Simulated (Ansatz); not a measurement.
# Hf3Mo: the cost of one run

Method: DFT PBE, scalar-relativistic, plane waves, PAW, in Ansatz 0.2.0.

### Step 1. Starting point

The structure is hexagonal, space group P6/mmm (No. 191). Conventional cell: a = 4.381 Å, b = 4.381 Å, c = 4.624 Å, α = 90.00°, β = 90.00°, γ = 120.00°. Hf (site symmetry 6/mmm) has 2 Mo at 2.31 Å as nearest neighbours. Hf (site symmetry -6m2) is surrounded by 3 Mo at 2.53 Å and 3 Hf at 2.53 Å. Mo (site symmetry 6/mmm) is surrounded by 8 Hf at 2.31 to 2.53 Å.

Coordinates:

```cif
data_structure
_symmetry_space_group_name_H-M 'P 1'
_symmetry_Int_Tables_number 1
_cell_length_a 4.3808
_cell_length_b 4.3808
_cell_length_c 4.6235
_cell_angle_alpha 90.000
_cell_angle_beta 90.000
_cell_angle_gamma 120.000
_cell_volume 76.85
loop_
_atom_site_label
_atom_site_type_symbol
_atom_site_fract_x
_atom_site_fract_y
_atom_site_fract_z
_atom_site_occupancy
Hf1 Hf 0.00000 0.00000 0.50000 1
Hf2 Hf 0.33333 0.66667 0.00000 1
Hf3 Hf 0.66667 0.33333 0.00000 1
Mo1 Mo 0.00000 0.00000 0.00000 1
```

(A quick probe on a coarse mesh, which set the mesh and smearing, is not shown.)

### Step 3. Coarse relaxation

File input.yaml:

```yaml
crystal:
  lattice:
    - [4.3808309382, 0.0, 0.0]
    - [-2.1904154691, 3.7939108822, 0.0]
    - [0.0, 0.0, 4.6235124518]
  atoms:
    - { symbol: Hf, position: [0.0, 0.0, 0.5] }
    - { symbol: Hf, position: [0.3333333333, 0.6666666667, 0.0] }
    - { symbol: Hf, position: [0.6666666667, 0.3333333333, 0.0] }
    - { symbol: Mo, position: [0.0, 0.0, 0.0] }
basis:
  ecutwfc: 420
kpoints:
  mp_grid: { grid: [6, 6, 4] }
hamiltonian:
  xc: pbe
scf:
  occupations: { method: gaussian, width: 0.1 }
  lower_state_search: "off"
output:
  forces: true
  stress: true
  eigenvalues: true
relax:
  adjacent_minimum: "off"
  f_tol: 0.04
  max_steps: 70
  cell: { stress_tol: 0.4 }
```

The run is started by

```sh
ansatz run input.yaml --threads 1 --pin off --max-ram 2560MiB --backend cpu --events-out ev --progress --plain --runs-dir out
```

**Question.** How long does this run take on 1 thread of Intel Xeon 6975P-C (Granite Rapids), shared host, and how much memory does it need?

About 38 s, with a peak of 0.5 GiB.
